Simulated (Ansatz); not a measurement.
The parent structure is BaSnO3 in the cubic perovskite structure (space group Pm-3m, No. 221; a = 4.1216 Å). Axes: x, y, z lie along the cube axes.

Now apply this change: biaxial strain +2.77 %, plane normal [111], relaxed out of plane (Cartesian); in-plane vectors clamped, the third vector and the atoms free.

Levels (all Ansatz, a quantum-chemistry and plane-wave program, PAW, earlier PAW set): PBEsol (420 eV, spin-orbit coupling left out); r2SCAN (500 eV, without spin-orbit coupling).

The geometry is relaxed with PBEsol.

| Property | Result |
|---|---|
| PBEsol lowest conduction level above the VBM at special points | Γ 0.32 eV; L 4.39 eV; T 4.54 eV; P₂ 4.56 eV |
| PBEsol pressure | -5.18 GPa |
| PBEsol gap character | indirect, T → Γ |

**Question.** Predict the lowest conduction level above the VBM at special points, pressure and gap character from r2SCAN.

**Answer.** The lowest conduction level above the VBM at special points changes from Γ 0.32 eV; L 4.39 eV; T 4.54 eV; P₂ 4.56 eV to Γ 1.10 eV; L 5.13 eV; T 5.33 eV; P₂ 5.36 eV; the pressure increases by 0.573 GPa to -4.60 GPa; the gap character stays indirect, T → Γ.

Single points use the geometry relaxed with PBEsol. Their cutoffs differ, which shifts pressures a little. Stability against distortions was not tested. k-point labels follow each cell's own Brillouin zone.
